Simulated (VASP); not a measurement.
```
CELL_PARAMETERS angstrom
      3.81000     0.00000     0.00000
      0.00000     3.81000     0.00000
      0.00000     0.00000     3.81000
ATOMIC_POSITIONS crystal
  La 0.00000 0.00000 0.00000
  Al 0.50000 0.50000 0.50000
  O  0.50000 0.00000 0.50000
  O  0.00000 0.50000 0.50000
  O  0.50000 0.50000 0.00000
```

Method: PBE GGA, VASP's PBE PAW potentials (set 64) (plane waves; VASP 6.6.1). Numerical set-up: 520 eV cut-off, Gaussian smearing of 0.050 eV, potentials La Al O.

Task: Give the energies of bands 8 to 19 at the high-symmetry points, in eV from the valence-band maximum.

Result: 
| band | Γ | X | M | R |
|---|---|---|---|---|
| 8 | -4.35 | -4.66 | -5.67 | -7.45 |
| 9 | -4.35 | -4.66 | -4.33 | -2.39 |
| 10 | -4.35 | -3.79 | -3.62 | -2.39 |
| 11 | -1.41 | -2.59 | -2.67 | -2.39 |
| 12 | -1.41 | -2.46 | -2.67 | -1.43 |
| 13 | -1.41 | -1.63 | -1.46 | -1.43 |
| 14 | -0.14 | -1.63 | -1.31 | 0.00 |
| 15 | -0.14 | -1.06 | -1.31 | 0.00 |
| 16 | -0.14 | -1.06 | -0.02 | 0.00 |
| 17 | 3.49 | 4.26 | 4.28 | 4.42 |
| 18 | 3.49 | 4.39 | 4.28 | 4.42 |
| 19 | 4.55 | 4.55 | 4.56 | 4.42 |

The gap is indirect, 3.49 eV, from the valence maximum at R to the conduction minimum at Γ.

The compound is LaAlO3 in the cubic perovskite structure, the ideal cubic form; the compound distorts at low or room temperature. The cell was not relaxed at this level.
